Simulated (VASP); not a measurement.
# CdSe: X-ray absorption with a core hole, part 5 of 5

Wanted: the near-edge structure of CdSe. The cell has space group F-43m, a computed entry that need not be the common form of this compound. The start is a computed cell from the Materials Project.

VASP 6.6.1, plane waves and PAW; the level of theory is named at each step.

So far. Step 3 (L2,3 edge, Wyckoff site Cd a, full hole, excited …): The smoothed xx curve reaches a tenth of its top at about 3534 eV. Step 4 (L2,3 edge, Wyckoff site Cd a, full hole): The smoothed xx curve reaches a tenth of its top at about 3534 eV.

### Step 5. L2,3 edge, one more run, job XAS

This step: supercell core-hole method, PBE; plane waves and PAW (Cd, Se) (VASP 6.6.1).

System of this step: CdSe. The structure is cubic, space group F-43m (No. 216). Conventional cell: a = 6.141 Å, b = 6.141 Å, c = 6.141 Å, α = 90.00°, β = 90.00°, γ = 90.00°. Nearest to Cd lie 4 Se at 2.66 Å. Nearest to Se lie 4 Cd at 2.66 Å. Farther neighbours and most contacts between anions are not listed.

This run repeats the step with a slip in the input.

Contents of INCAR:

```
SYSTEM = CdSe
PREC = Accurate
ENCUT = 400
EDIFF = 1E-06
NELM = 60
ISMEAR = 0
SIGMA = 0.05
LREAL = .FALSE.
ALGO = Normal
GGA = PE
NBANDS = 56
LWAVE = .FALSE.
LCHARG = .FALSE.
KPAR = 8
ICORELEVEL = 2
CLNT = 1
CLN = 2
CLL = 1
CLZ = 1
CH_LSPEC = .TRUE.
CH_NEDOS = 1500
CH_SIGMA = 0.5
```

Contents of POSCAR:

```
CdSe
1.0
    0.0000000000      3.0702711986      3.0702711986
    3.0702711986      0.0000000000      3.0702711986
    3.0702711986      3.0702711986      0.0000000000
Cd Se
1 1
Direct
    0.0000000000      0.0000000000      0.0000000000
    0.2500000000      0.2500000000      0.2500000000
```

Contents of KPOINTS:

```
Automatic mesh
0
Gamma
6 6 6
0 0 0
```

Potentials, in the order of the species: Cd and Se (PBE family, release 64).

Command:

```
$ mpirun -np 8 vasp_std
```

What it wrote:

```text
[banner, memory and clock lines left out]
running    8 mpi-ranks, on    1 nodes
 distrk:  each k-point on    1 cores,    8 groups
 distr:  one band on    1 cores,    1 groups

 POSCAR found type information on POSCAR CdSe
 POSCAR found :  2 types and       2 ions
 [... a notice as in an earlier step ...]

 LDA part: xc-table for (Slater+PW92), standard interpolation
 POSCAR, INCAR and KPOINTS ok, starting setup
 FFT: planning ... GRIDC
 FFT: planning ... GRID_SOFT
 FFT: planning ... GRID
 WAVECAR not read
 entering main loop
       N       E                     dE             d eps       ncg     rms          rms(c)
DAV:   1     0.392046406543E+02    0.39205E+02   -0.61019E+03  1848   0.244E+02
DAV:   2    -0.102959471076E+03   -0.14216E+03   -0.13379E+03  2024   0.111E+02
DAV:   3    -0.110905955894E+03   -0.79465E+01   -0.78499E+01  2216   0.257E+01
DAV:   4    -0.110936270230E+03   -0.30314E-01   -0.30307E-01  2120   0.159E+00
DAV:   5    -0.110936342276E+03   -0.72045E-04   -0.72043E-04  2120   0.730E-02    0.115E+02
DAV:   6    -0.108854875569E+03    0.20815E+01   -0.12010E+00  2168   0.500E+00    0.417E+01
DAV:   7    -0.108492432699E+03    0.36244E+00   -0.49894E-01  2280   0.314E+00    0.219E+00
DAV:   8    -0.108484295426E+03    0.81373E-02   -0.11103E-02  2064   0.298E-01    0.473E-01
DAV:   9    -0.108483515349E+03    0.78008E-03   -0.64970E-04  2272   0.649E-02    0.177E-01
DAV:  10    -0.108483503923E+03    0.11426E-04   -0.26105E-05  2080   0.968E-03    0.542E-02
DAV:  11    -0.108483504080E+03   -0.15729E-06   -0.10020E-05  2136   0.984E-03    0.123E-02
DAV:  12    -0.108483504271E+03   -0.19090E-06   -0.28378E-07  2016   0.160E-03
   1 F= -.10848350E+03 E0= -.10848179E+03  d E =-.342228E-02
 Starting Core_Hole_Spec
 Ending Core_Hole_Spec
```

Elapsed: 6.4 s, on 8 MPI ranks of AMD EPYC 7R43, shared host; peak memory 1.2 GiB.

From OUTCAR (step 5):

```text
   k-points           NKPTS =     16   k-points in BZ     NKDIM =     16   number of bands    NBANDS=     56

   ENCUT  =  400.0 eV  29.40 Ry    5.42 a.u.   7.08  7.08  7.08*2*pi/ulx,y,z

   NELECT =      19.0000    total number of electrons

 the core state eigenenergies are
   1-  1s -26764.9862  2s  -4085.5650  2p  -3696.5631  3s   -783.7615  3p   -652.5744
       3d   -449.0942  4s   -113.2956  4p    -72.9178
   2-  1s -12495.3348  2s  -1598.8933  2p  -1405.2364  3s   -205.6518  3p   -145.1259
       3d    -45.3216

 E-fermi :   3.2254

 k-point     1 :       0.0000    0.0000    0.0000
  band No.  band energies     occupation
    ...
      6     -11.6933      2.00000
      7       0.2659      2.00000
      8       0.2659      2.00000
      9       0.2659      2.00000
     10       0.3038      2.00000
     11       5.6920      0.00000
     12       5.6920      0.00000
     13       5.6921      0.00000
     14       9.4076      0.00000
     15      11.1134      0.00000
    ...

  Total        3.6202674      3.6202674      3.6202674     -0.0000000      0.0000000      0.0000000
  in kB      100.2053756    100.2053756    100.2053756     -0.0000000      0.0000000      0.0000000
  external PRESSURE =     100.2053756 kB  Pullay stress =       0.0000000 kB

 POSITION                                       TOTAL-FORCE (eV/Angst)
 -----------------------------------------------------------------------------------
      0.00000      0.00000      0.00000        -0.000000     -0.000000     -0.000000
      1.53514      1.53514      1.53514         0.000000      0.000000      0.000000
 -----------------------------------------------------------------------------------
    total drift:                               -0.000002     -0.000002     -0.000002

  FREE ENERGIE OF THE ION-ELECTRON SYSTEM (eV)
  ---------------------------------------------------
  free  energy   TOTEN  =      -108.4835042712 eV

  energy  without entropy=     -108.4800819907  energy(sigma->0) =     -108.48179313

[... 1 part as in an earlier step ...]

[... 12 further parts left out ...]
```

The run converged, but on settings that are not sound, so its numbers are not to be trusted.

The fault in the input: cell far too small for the hole. 

### Step 6. Summary

This step: supercell core-hole method, PBE; plane waves and PAW (VASP 6.6.1).

No new run; the numbers come from the runs before.

Core-hole runs:

```tsv
site	hole	cost (core minutes)
Cd a	full hole, excited electron kept	317.8
Cd a	full hole	321.2
```

### Step 7. Summary of results

```yaml
l2_3_edge_of_cd_a_full_hole_excited_electron_kept: xx reaches a tenth of its top at 3534.3 eV on the program's axis; share within the next 5 eV of the next 20 eV: 13 %
l2_3_edge_of_cd_a_full_hole: xx reaches a tenth of its top at 3534.1 eV on the program's axis; share within the next 5 eV of the next 20 eV: 12 %
```

**Reading.** The Cd L2,3 edge, for light polarised along x, reaches a tenth of its top at 3534.3 eV on the program's axis. That mark passes over any weaker pre-edge, and only dipole transitions enter. The electron from the core stays in the cell and fills some of the lowest empty states. Whether the program still counts those as final states wasn't checked, so features at and just under the onset are in doubt. In the charged run (full hole) weight just under or at the onset may be a state bound to the hole or the highest filled band counted as a final state; this wasn't checked, so onset and share of that run are in doubt. Share of the first 20 eV of absorption, for light polarised along x, that lies within 5 eV of each run's own onset: 12 % with full hole and 13 % with full hole, excited electron kept. One site of the element was run (Wyckoff letter a). With 54 atoms and a 2×2×2 mesh the peak shapes still carry the imprint of the mesh. The fall at the high end is where NBANDS ends. The method knows neither the spin-orbit splitting of the core shell nor multiplets, so the measured edge has more structure; for so heavy an atom the two spin-orbit partners are separate edges, far apart. The other core electrons stay frozen, so neither the program's energy axis nor the change of TOTEN is an excitation energy; spectra are aligned at the onset when set beside measurement. Not tabulated here, as repeats of values shown or as unfit to read for their mesh, reference level or band range: gaps (L2,3 edge, supercell without a hole); core levels (L2,3 edge, L2,3 edge with a fault); pressures of a box with vacuum or a charge (L2,3 edge). The run with cell far too small for the hole isn't used: the holes of neighbouring cells overlap, and the excited electron stays in the cell.

[Lines on the potential files, build, host, timing and source positions are cut from VASP's logs without a mark.]

[Logs are printed without paths, hosts, clocks, repeated set-up lines and the standing remarks that a program may print on its own settings, such as how far it seeks lower states.]

[Hosts, paths, dates, database ids (printed as entryN), source tags and the programs' standing remarks are cut or masked in the printed files.]
